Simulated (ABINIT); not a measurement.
# SnTe (Fm-3m) in ABINIT: notebook

Runs on SnTe. Level: PBE. Tasks: equation of state.

Program: ABINIT 10.8.3 (patched build). These are calculated values, not measurements. Logs are shortened: lines on timing, memory, paths and dates and some standing lists are left out, and cuts for length are marked. The log counts tension as positive stress, the text compression.

## Step 1: The structure

It takes space group Fm-3m (No. 225, cubic). Conventional cell: a = 6.302 Å, b = 6.302 Å, c = 6.302 Å, α = 90.00°, β = 90.00°, γ = 90.00°. Te (site symmetry m-3m) has 6 Sn at 3.15 Å as nearest neighbours. Sn (site symmetry m-3m) has 6 Te at 3.15 Å as nearest neighbours.

## Step 2: Equation of state, PBE

The input, run.abi:

```
ndtset 7
getwfk -1
scalecart1 3*0.9795861087
scalecart2 3*0.9864848297
scalecart3 3*0.9932883884
scalecart4 3*1.0000000000
scalecart5 3*1.0066227096
scalecart6 3*1.0131594038
scalecart7 3*1.0196128224

pp_dirpath "./"
pseudos "Te.upf, Sn.upf"

acell 4.455974803 4.455974803 4.455974803 Angstrom
rprim
     0.0000000000     0.7071067812     0.7071067812
     0.7071067812     0.0000000000     0.7071067812
     0.7071067812     0.7071067812     0.0000000000
ntypat 2
znucl 52 50
natom 2
typat 1 2
xred
     0.5000000000     0.5000000000     0.5000000000
     0.0000000000     0.0000000000     0.0000000000

ecut 41.0

kptopt 1
ngkpt 7 7 7
nshiftk 1
shiftk 0.0 0.0 0.0

ixc 11

nband 19
occopt 3
tsmear 0.05 eV

nstep 100
tolvrs 1.0e-10

iomode 3
prtwf 1
prtden 0
prteig 0
prtebands 0
enunit 1
```

Potentials or basis: Ansatz NC PBE.

The run is started by

```bash
abinit run.abi > log 2>&1
```

run.abo:

```text
[... set-up lines left out ...]
 ETOT  1  -143.32395226933    -1.433E+02 4.240E+00 8.804E+04
 ETOT  2  -182.85765154103    -3.953E+01 4.186E+00 6.790E+04
 ETOT  3  -187.03788963820    -4.180E+00 1.022E+00 2.522E+04
 ETOT  4  -189.00233253887    -1.964E+00 3.619E-01 8.699E+03
 ETOT  5  -189.38318223283    -3.808E-01 4.644E-01 5.493E+03
 ETOT  6  -189.63317727639    -2.500E-01 1.266E-01 3.541E+03
 ETOT  7  -189.82259158479    -1.894E-01 1.793E-01 1.964E+03
 ETOT  8  -189.89650822571    -7.392E-02 6.607E-02 1.361E+03
 ETOT  9  -189.95226285270    -5.575E-02 4.558E-02 9.145E+02
 ETOT 10  -190.06170055772    -1.094E-01 3.076E-02 9.452E-01
[... 16 lines left out ...]
 ETOT 27  -190.06463575914    -8.501E-10 6.330E-04 2.211E-07
 ETOT 28  -190.06463575952    -3.788E-10 9.706E-04 2.267E-09
 ETOT 29  -190.06463575971    -1.917E-10 4.911E-04 2.298E-09
 ETOT 30  -190.06463575980    -9.453E-11 7.592E-04 4.078E-09
 ETOT 31  -190.06463575985    -4.326E-11 3.801E-04 8.175E-10
 ETOT 32  -190.06463575986    -1.131E-11 5.914E-04 1.137E-09
 ETOT 33  -190.06463575987    -1.461E-11 2.937E-04 3.825E-10
 ETOT 34  -190.06463575988    -5.684E-12 4.594E-04 3.911E-10
 ETOT 35  -190.06463575988     3.013E-12 2.266E-04 1.165E-10
 ETOT 36  -190.06463575988    -5.514E-12 3.559E-04 7.464E-11
[... 1016 lines left out ...]
--- !EnergyTerms
iteration_state     : {dtset: 7, }
comment             : Components of total free energy in Hartree
kinetic             :  1.13846695940751E+02
hartree             :  4.82439441304431E+01
xc                  : -5.15430743664181E+01
Ewald energy        : -1.05441782787769E+02
psp_core            :  6.04522319984847E+00
local_psp           : -1.24435705320008E+02
non_local_psp       : -7.67840705379909E+01
internal            : -1.90068769741143E+02
'-kT*entropy'       : -2.05669122075899E-06
total_energy        : -1.90068771797835E+02
total_energy_eV     : -5.17203476269009E+03
band_energy         : -1.97293519759546E+01
...

 Cartesian components of stress tensor (hartree/bohr^3)
  sigma(1 1)=  1.13028293E-05  sigma(3 2)=  0.00000000E+00
  sigma(2 2)=  1.13028293E-05  sigma(3 1)=  0.00000000E+00
  sigma(3 3)=  1.13028293E-05  sigma(2 1)=  0.00000000E+00

-Cartesian components of stress tensor (GPa)         [Pressure= -3.3254E-01 GPa]
- sigma(1 1)=  3.32540719E-01  sigma(3 2)=  0.00000000E+00
- sigma(2 2)=  3.32540719E-01  sigma(3 1)=  0.00000000E+00
- sigma(3 3)=  3.32540719E-01  sigma(2 1)=  0.00000000E+00

== END DATASET(S) ==============================================================
================================================================================

 -outvars: echo values of variables after computation  --------
            acell      8.4205720016E+00  8.4205720016E+00  8.4205720016E+00 Bohr
           etotal1    -1.9006463576E+02
           etotal2    -1.9006609983E+02
           etotal3    -1.9006720990E+02
           etotal4    -1.9006800218E+02
           etotal5    -1.9006850822E+02
           etotal6    -1.9006875636E+02
           etotal7    -1.9006877180E+02
            fcart1    -0.0000000000E+00 -0.0000000000E+00 -0.0000000000E+00
                      -0.0000000000E+00 -0.0000000000E+00 -0.0000000000E+00
            fcart2    -0.0000000000E+00 -0.0000000000E+00 -0.0000000000E+00
                      -0.0000000000E+00 -0.0000000000E+00 -0.0000000000E+00
            fcart3    -0.0000000000E+00 -0.0000000000E+00 -0.0000000000E+00
                      -0.0000000000E+00 -0.0000000000E+00 -0.0000000000E+00
            fcart4    -0.0000000000E+00 -0.0000000000E+00 -0.0000000000E+00
                      -0.0000000000E+00 -0.0000000000E+00 -0.0000000000E+00
            fcart5    -0.0000000000E+00 -0.0000000000E+00 -0.0000000000E+00
                      -0.0000000000E+00 -0.0000000000E+00 -0.0000000000E+00
            fcart6    -4.3588788977E-32  4.3588788977E-32 -4.3588788977E-32
                       4.3588788977E-32 -4.3588788977E-32  4.3588788977E-32
            fcart7    -0.0000000000E+00 -0.0000000000E+00 -0.0000000000E+00
                      -0.0000000000E+00 -0.0000000000E+00 -0.0000000000E+00
            rprim1     0.0000000000E+00  6.9267198023E-01  6.9267198023E-01
                       6.9267198023E-01  0.0000000000E+00  6.9267198023E-01
                       6.9267198023E-01  6.9267198023E-01  0.0000000000E+00
            rprim2     0.0000000000E+00  6.9755011263E-01  6.9755011263E-01
                       6.9755011263E-01  0.0000000000E+00  6.9755011263E-01
                       6.9755011263E-01  6.9755011263E-01  0.0000000000E+00
            rprim3     0.0000000000E+00  7.0236095512E-01  7.0236095512E-01
                       7.0236095512E-01  0.0000000000E+00  7.0236095512E-01
                       7.0236095512E-01  7.0236095512E-01  0.0000000000E+00
            rprim4     0.0000000000E+00  7.0710678120E-01  7.0710678120E-01
                       7.0710678120E-01  0.0000000000E+00  7.0710678120E-01
                       7.0710678120E-01  7.0710678120E-01  0.0000000000E+00
            rprim5     0.0000000000E+00  7.1178974407E-01  7.1178974407E-01
                       7.1178974407E-01  0.0000000000E+00  7.1178974407E-01
                       7.1178974407E-01  7.1178974407E-01  0.0000000000E+00
            rprim6     0.0000000000E+00  7.1641188486E-01  7.1641188486E-01
                       7.1641188486E-01  0.0000000000E+00  7.1641188486E-01
                       7.1641188486E-01  7.1641188486E-01  0.0000000000E+00
            rprim7     0.0000000000E+00  7.2097514092E-01  7.2097514092E-01
                       7.2097514092E-01  0.0000000000E+00  7.2097514092E-01
                       7.2097514092E-01  7.2097514092E-01  0.0000000000E+00
           strten1    -1.9557503489E-04 -1.9557503489E-04 -1.9557503489E-04
                       0.0000000000E+00  0.0000000000E+00  0.0000000000E+00
           strten2    -1.5137455926E-04 -1.5137455926E-04 -1.5137455926E-04
                       0.0000000000E+00  0.0000000000E+00  0.0000000000E+00
           strten3    -1.1169434648E-04 -1.1169434648E-04 -1.1169434648E-04
                       0.0000000000E+00  0.0000000000E+00  0.0000000000E+00
           strten4    -7.6006837398E-05 -7.6006837398E-05 -7.6006837398E-05
                       0.0000000000E+00  0.0000000000E+00  0.0000000000E+00
           strten5    -4.3859554048E-05 -4.3859554048E-05 -4.3859554048E-05
                       0.0000000000E+00  0.0000000000E+00  0.0000000000E+00
           strten6    -1.4867873372E-05 -1.4867873372E-05 -1.4867873372E-05
                       0.0000000000E+00  0.0000000000E+00  0.0000000000E+00
           strten7     1.1302829309E-05  1.1302829309E-05  1.1302829309E-05
                       0.0000000000E+00  0.0000000000E+00  0.0000000000E+00
           xangst1     3.0865288907E+00  3.0865288907E+00  3.0865288907E+00
                       0.0000000000E+00  0.0000000000E+00  0.0000000000E+00
           xangst2     3.1082657257E+00  3.1082657257E+00  3.1082657257E+00
                       0.0000000000E+00  0.0000000000E+00  0.0000000000E+00
           xangst3     3.1297027186E+00  3.1297027186E+00  3.1297027186E+00
                       0.0000000000E+00  0.0000000000E+00  0.0000000000E+00
           xangst4     3.1508500001E+00  3.1508500001E+00  3.1508500001E+00
                       0.0000000000E+00  0.0000000000E+00  0.0000000000E+00
           xangst5     3.1717171646E+00  3.1717171646E+00  3.1717171646E+00
                       0.0000000000E+00  0.0000000000E+00  0.0000000000E+00
           xangst6     3.1923133075E+00  3.1923133075E+00  3.1923133075E+00
                       0.0000000000E+00  0.0000000000E+00  0.0000000000E+00
           xangst7     3.2126470615E+00  3.2126470615E+00  3.2126470615E+00
                       0.0000000000E+00  0.0000000000E+00  0.0000000000E+00
             xred      5.0000000000E-01  5.0000000000E-01  5.0000000000E-01
                       0.0000000000E+00  0.0000000000E+00  0.0000000000E+00
 Calculation completed.
```

Run time: 13 min. Hardware: 1 thread of Arm Neoverse V2, shared host; peak memory 0.16 GiB.

Results:

```
Equilibrium volume                      : 32.89 Å³/atom
Bulk modulus                            : 40 GPa
Pressure derivative of the bulk modulus : 4.4
```

Energy against volume, from the lowest point:
```
volume (Å³/atom)  energy (meV/atom)
          29.404              56.27
          30.030              36.35
          30.656              21.25
          31.281              10.47
          31.907               3.59
          32.532               0.21
          33.158               0.00
```

Caveat: pressures at fixed basis lie under the slope of the energies. PBE usually gives volumes a little too large and moduli too small.

## Step 3: Equation of state, PBE

Changes to run.abi since step 2:

```diff
@@ -11,3 +11,3 @@
 pp_dirpath "./"
-pseudos "Te.upf, Sn.upf"
+pseudos "52_Te_16_2.3_2.3_pbe_n_v1.0.psp8, 50_Sn_14_2.5_3.0_pbe_n_v1.0.psp8"
 
@@ -26,3 +26,3 @@
 
-ecut 41.0
+ecut 26.0
```

Potentials or basis: SPMS NC PBE v1.0.

The run is started by

```bash
abinit run.abi > log 2>&1
```

Run time: 2.8 min. Hardware: 1 thread of Arm Neoverse V2, shared host; peak memory 0.12 GiB.

The run converged. Its results:

* Equilibrium volume: 32.92 Å³/atom
* Bulk modulus: 40 GPa
* Pressure derivative of the bulk modulus: 4.4

Energy against volume, from the lowest point:
```csv
volume (Å³/atom),energy (meV/atom)
29.404,57.49
30.030,37.30
30.656,21.96
31.281,10.97
31.907,3.89
32.532,0.35
33.158,0.00
```

Caveat: pressures at fixed basis lie under the slope of the energies. PBE usually gives volumes a little too large and moduli too small.

## Step 4: Equation of state, PBE

Changes to run.abi since step 3:

```diff
@@ -11,3 +11,3 @@
 pp_dirpath "./"
-pseudos "52_Te_16_2.3_2.3_pbe_n_v1.0.psp8, 50_Sn_14_2.5_3.0_pbe_n_v1.0.psp8"
+pseudos "Te.GGA_PBE-JTH.xml, Sn.GGA_PBE-JTH.xml"
 
@@ -26,3 +26,5 @@
 
-ecut 26.0
+ecut 22.0
+pawecutdg 44.0
+pawxcdev 0
 
@@ -35,3 +37,3 @@
 
-nband 19
+nband 14
 occopt 3
@@ -40,3 +42,3 @@
 nstep 100
-tolvrs 1.0e-10
+tolvrs 1.0e-9
```

Potentials or basis: JTH PAW PBE v2.0.

The run is started by

```bash
abinit run.abi > log 2>&1
```

Wall time 1.8 min (1 thread of Arm Neoverse V2, shared host); peak memory 0.17 GiB.

Results (log left out):

* Equilibrium volume: 32.83 Å³/atom
* Bulk modulus: 40 GPa
* Pressure derivative of the bulk modulus: 4.9 (rough: it moves with the points fitted)

Energy against volume, from the lowest point:
| volume (Å³/atom) | energy (meV/atom) |
| --- | --- |
| 29.404 | 54.50 |
| 30.030 | 34.85 |
| 30.656 | 20.01 |
| 31.281 | 9.58 |
| 31.907 | 3.05 |
| 32.532 | 0.00 |
| 33.158 | 0.04 |

Caveat: pressures at fixed basis lie under the slope of the energies. The run has no spin-orbit coupling, so splittings on Te are missing.

## Step 5: Equation of state, PBE

Changes to run.abi since step 4:

```diff
@@ -11,3 +11,3 @@
 pp_dirpath "./"
-pseudos "Te.GGA_PBE-JTH.xml, Sn.GGA_PBE-JTH.xml"
+pseudos "Te.GGA_PBE-JTH.xml, Sn.GGA_PBE-JTH_sp.xml"
 
@@ -37,3 +37,3 @@
 
-nband 14
+nband 9
 occopt 3
```

Potentials or basis: JTH PAW PBE v2.0 sp.

The run is started by

```bash
abinit run.abi > log 2>&1
```

run.abo:

```text
.Version 10.8.3 of ABINIT
 DATASET    1 : space group Fm -3 m (#225); Bravais cF (face-center cubic)
================================================================================
 Values of the parameters that define the memory need for DATASET  1.
     intxc =       0    ionmov =       0      iscf =      17    lmnmax =      13
     lnmax =       5     mgfft =      36  mpssoang =       3    mqgrid =    3001
     natom =       2  nloc_mem =       2    nspden =       1   nspinor =       1
    nsppol =       1      nsym =      48    n1xccc =       1    ntypat =       2
    occopt =       3   xclevel =       2
       mpw =        1980          nfft =       46656          nkpt =          20
 PAW method is used; the additional fine FFT grid is defined by:
   mgfftf=        50    nfftf =    125000
================================================================================
================================================================================
[... 71 lines left out ...]
 DATASET    7 : space group Fm -3 m (#225); Bravais cF (face-center cubic)
[... 1433 lines left out ...]
                      -0.0000000000E+00 -0.0000000000E+00 -0.0000000000E+00
            fcart5    -0.0000000000E+00 -0.0000000000E+00 -0.0000000000E+00
                      -0.0000000000E+00 -0.0000000000E+00 -0.0000000000E+00
[... 38 lines left out ...]
                       0.0000000000E+00  0.0000000000E+00  0.0000000000E+00
           xangst1     3.0865288907E+00  3.0865288907E+00  3.0865288907E+00
                       0.0000000000E+00  0.0000000000E+00  0.0000000000E+00
           xangst2     3.1082657257E+00  3.1082657257E+00  3.1082657257E+00
                       0.0000000000E+00  0.0000000000E+00  0.0000000000E+00
           xangst3     3.1297027186E+00  3.1297027186E+00  3.1297027186E+00
                       0.0000000000E+00  0.0000000000E+00  0.0000000000E+00
           xangst4     3.1508500001E+00  3.1508500001E+00  3.1508500001E+00
                       0.0000000000E+00  0.0000000000E+00  0.0000000000E+00
           xangst5     3.1717171646E+00  3.1717171646E+00  3.1717171646E+00
                       0.0000000000E+00  0.0000000000E+00  0.0000000000E+00
           xangst6     3.1923133075E+00  3.1923133075E+00  3.1923133075E+00
                       0.0000000000E+00  0.0000000000E+00  0.0000000000E+00
           xangst7     3.2126470615E+00  3.2126470615E+00  3.2126470615E+00
                       0.0000000000E+00  0.0000000000E+00  0.0000000000E+00
             xred      5.0000000000E-01  5.0000000000E-01  5.0000000000E-01
                       0.0000000000E+00  0.0000000000E+00  0.0000000000E+00
 Calculation completed.
```

Run time: 61 s. Hardware: 1 thread of Arm Neoverse V2, shared host; peak memory 0.17 GiB.

Results:

```yaml
Equilibrium_volume: 32.76 Å³/atom
Bulk_modulus: 41 GPa
Pressure_derivative_of_the_bulk_modulus: 4.5
```

Energy against volume, from the lowest point:
```csv
volume (Å³/atom),energy (meV/atom)
29.404,53.27
30.030,33.83
30.656,19.24
31.281,9.04
31.907,2.75
32.532,0.00
33.158,0.42
```

Caveat: pressures at fixed basis lie under the slope of the energies; this set keeps more shells in the core, which shifts pressures and gaps. Zero-point motion and thermal expansion aren't in these numbers.

## Step 6: Overview

```tsv
potentials or basis	cutoff (eV)	fine-grid cutoff	V0 of scaled cells (Å³/atom)	B0 (GPa)
Ansatz NC PBE	1116	-	32.89	40
SPMS NC PBE v1.0	707	-	32.92	40
JTH PAW PBE v2.0	599	1197.3 eV	32.83	40
JTH PAW PBE v2.0 sp	599	1197.3 eV	32.76	41
```

Alike in all rows: task equation of state; level PBE; no spin polarisation; cell as given; k mesh 7 × 7 × 7; smearing fermi-dirac 0.05 eV.

Caveats: pressures at fixed basis lie under the slope of the energies; this set keeps more shells in the core, which shifts pressures and gaps (some runs).

Total energies depend on the potentials used, so only differences within one code and one set of settings carry meaning.
